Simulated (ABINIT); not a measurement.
Runs of ABINIT 10.8.3 (patched build) on ZrC. The structure is cubic, space group Fm-3m (No. 225). Conventional cell: a = 4.730 Å, b = 4.730 Å, c = 4.730 Å, α = 90.00°, β = 90.00°, γ = 90.00°. Around Zr (site symmetry m-3m) lie 6 C at 2.37 Å. C (site symmetry m-3m) has 6 Zr at 2.37 Å as nearest neighbours. 

```csv
task,level,potentials or basis,spin,k mesh,cutoff (eV),fine-grid cutoff,mesh quality,gap on the mesh (eV),pressure (GPa),V0 of scaled cells (Å³/atom),B0 (GPa)
band structure,rPW86PBE,JTH PAW PBE v2.0,off,10 × 10 × 10,544,1088.46 eV,not flagged,none,(b),-,-
band structure,PW91,JTH PAW PBE v2.0,off,10 × 10 × 10,544,1088.46 eV,not flagged,none,-3.2,-,-
equation of state,AM05,JTH PAW PBE v2.0,off,10 × 10 × 10,544,1088.46 eV,not flagged,-,-,12.69,237
band structure,BLYP,JTH PAW PBE v2.0,off,10 × 10 × 10,544,1088.46 eV,not flagged,none,4.1,-,-
equation of state,PBEsol,JTH PAW PBE v2.0,off,10 × 10 × 10,408,816.342 eV,not flagged,-,-,12.73,237
band structure,LDA,PseudoDojo NC SR LDA v0.4 stringent,off,10 × 10 × 10,1116,-,not flagged,none,-12.3,-,-
single point,LDA,JTH PAW LDA v2.0,off,13 × 13 × 13,544,1088.46 eV,not flagged,none,-12.7,-,-
equation of state,WC,JTH PAW PBE v2.0,off,10 × 10 × 10,544,1088.46 eV,not flagged,-,-,12.77,236
equation of state,LDA,JTH PAW LDA v2.0,off,10 × 10 × 10,707,1306.15 eV,not flagged,-,-,12.50,247
band structure,LDA,JTH PAW LDA v2.0,off,10 × 10 × 10,544,1088.46 eV,not flagged,none,-12.7,-,-
single point,LDA,JTH PAW LDA v2.0,off,4 × 4 × 4,544,1088.46 eV,coarse,none,(a),-,-
band structure,HCTH407,JTH PAW PBE v2.0,"SOC, no magnetisation",10 × 10 × 10,544,1088.46 eV,not flagged,none,(c),-,-
```

Alike in all rows: cell as given; smearing fermi-dirac 0.05 eV.

Estimate the missing entries.

(a) -13.5; (b) 4.0; (c) -6.3.

Caveats: some runs use coarse meshes; the PAW data sets were made with another functional, which shifts forces and pressure a little (some runs); pressures at fixed basis lie under the slope of the energies (some runs).

A k mesh can miss the band edges, and rows without SOC leave out spin-orbit coupling on Zr.

A gap of «none» marks a metal or a gap under the smearing width.

Runs at the PBE level aren't shown here.
